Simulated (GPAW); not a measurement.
Pd:

```
CELL_PARAMETERS angstrom
0.00000 1.94650 1.94650
1.94650 0.00000 1.94650
1.94650 1.94650 0.00000
ATOMIC_POSITIONS crystal
Pd 0.00000 0.00000 0.00000
```

Program: GPAW 26.7.0. Alike in all runs: task band structure; cell as given; cutoff (eV) 600; smearing fermi-dirac 0.05 eV.

**Question.** Order these runs on this cell by their pressure, lowest first.
A. level revPBE; potentials or basis the program's PAW data sets (release 1.2.1) made for this functional, pw; spin off; k mesh 12 × 12 × 12; band points 60
B. level MS2; potentials or basis GPAW PAW data sets (gpaw-data 1.2.1), pw; spin SOC, no magnetisation; k mesh 9 × 9 × 9; band points 60; spin axis theta (degrees) 0; spin axis phi (degrees) 0
C. level r2SCAN; potentials or basis GPAW PAW data sets (gpaw-data 1.2.1), pw; spin SOC, no magnetisation; k mesh 9 × 9 × 9; band points 80; spin axis theta (degrees) 90; spin axis phi (degrees) 0
D. level BLYP; potentials or basis PAW data sets generated in the run's folder for this functional, pw; spin off; k mesh 12 × 12 × 12; eigensolver davidson; band points 100

**Answer.** B (-1.8 GPa), C (3.6 GPa), A (10.5 GPa), D (17.9 GPa).

Caveats: spin-orbit coupling was added after a scalar SCF, so levels and gaps hold it while energy, forces, pressure and moments don't (some runs); the PAW data sets were made with another functional, which shifts forces and pressure a little (some runs); so large a pressure means that the cell lies far from this level's equilibrium, or that cutoff or potentials fall short (some runs).

Runs at the PBE level aren't shown here.
